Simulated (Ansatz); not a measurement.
# Band structure of GaP

```yaml
crystal:
  lattice:
    - [0.00000, 2.72525, 2.72525]
    - [2.72525, 0.00000, 2.72525]
    - [2.72525, 2.72525, 0.00000]
  atoms:
    - { symbol: Ga, position: [0.00000, 0.00000, 0.00000] }
    - { symbol: P, position: [0.75000, 0.75000, 0.75000] }
```

Atoms are numbered in the order listed.

The geometry is COD entry 9008846, unchecked; take it as a test cell.

Method: DFT, PBE, all-electron LAPW, Dirac equation with spin-orbit coupling in Ansatz 0.2.0.

Sampling and basis: a Γ-centred 12×12×12 k mesh, Fermi–Dirac smearing of 0.08 eV, basis error target 0.5 meV/atom, no spin polarisation.

Points in fractions of the reciprocal vectors of this cell: Γ (0, 0, 0), X (-0.5, -0.5, 0), U (-0.375, -0.375, 0.25), K (-0.375, 0, 0.375), L (0, 0, 0.5), W (-0.5, -0.25, 0.25). The path joins them by straight lines in the order Γ–X–U–K–Γ–L–W–X; legs that retrace an earlier one aren't tabulated. Energies are in eV from the top of the valence band.

(1) Metal or insulator at this level of theory?

(2) Tabulate bands 32 to 37, counted from the lowest band of the run, along the path.

Answers

(1) An insulator or semiconductor: gap 1.57 eV.

(2) 
```
k (1/Å)  point  band 32  band 33  band 34  band 35  band 36  band 37
   0.00      Γ     0.00     0.00     0.00     1.80     1.80     3.75
   0.23           -0.49    -0.45    -0.45     2.80     2.80     3.48
   0.46           -1.33    -1.30    -1.30     2.51     2.51     3.90
   0.69           -2.07    -2.04    -2.04     1.88     1.88     3.23
   0.92           -2.55    -2.53    -2.53     1.58     1.58     2.29
   1.15      X    -2.72    -2.70    -2.70     1.63     1.63     1.80
   1.23           -2.82    -2.69    -2.69     1.69     1.70     1.93
   1.32           -3.09    -2.64    -2.64     1.78     1.78     2.40
   1.40           -3.42    -2.55    -2.55     1.87     1.88     3.09
   1.48           -3.73    -2.43    -2.43     2.00     2.01     3.91
   1.56      U    -3.95    -2.28    -2.28     2.16     2.17     4.77
   1.70           -3.95    -2.42    -2.41     2.64     2.66     5.19
   1.84           -3.83    -2.73    -2.70     3.68     3.69     5.08
   1.98           -3.83    -2.73    -2.70     3.68     3.69     5.08
   2.13           -3.95    -2.42    -2.41     2.64     2.66     5.19
   2.27      K    -3.95    -2.28    -2.28     2.16     2.17     4.77
   2.51           -3.92    -1.69    -1.69     2.76     2.77     6.05
   2.76           -3.06    -1.01    -1.00     3.25     3.26     5.40
   3.00           -1.80    -0.43    -0.43     3.12     3.14     4.46
   3.24           -0.57    -0.12    -0.11     2.62     2.62     3.91
   3.49      Γ     0.00     0.00     0.00     1.80     1.80     3.75
   3.69           -0.21    -0.15    -0.15     2.37     2.37     4.02
   3.89           -0.55    -0.49    -0.48     2.30     2.30     4.50
   4.09           -0.88    -0.81    -0.81     1.97     1.97     4.74
   4.29           -1.10    -1.03    -1.03     1.73     1.73     4.71
   4.49      L    -1.18    -1.11    -1.11     1.65     1.65     4.66
   4.65           -1.74    -1.29    -1.27     2.22     2.22     4.49
   4.81           -2.76    -1.69    -1.67     3.08     3.09     4.25
   4.98           -3.55    -2.29    -2.26     3.71     3.72     4.37
   5.14           -3.80    -2.96    -2.93     4.20     4.22     4.84
   5.30      W    -3.59    -3.47    -3.42     4.67     4.68     4.83
   5.42           -3.52    -3.41    -3.36     4.05     4.07     4.22
   5.53           -3.32    -3.24    -3.20     3.14     3.17     3.32
   5.65           -3.05    -3.01    -2.98     2.36     2.39     2.55
   5.76           -2.81    -2.79    -2.78     1.82     1.84     2.00
   5.88      X    -2.72    -2.70    -2.70     1.63     1.63     1.80
```
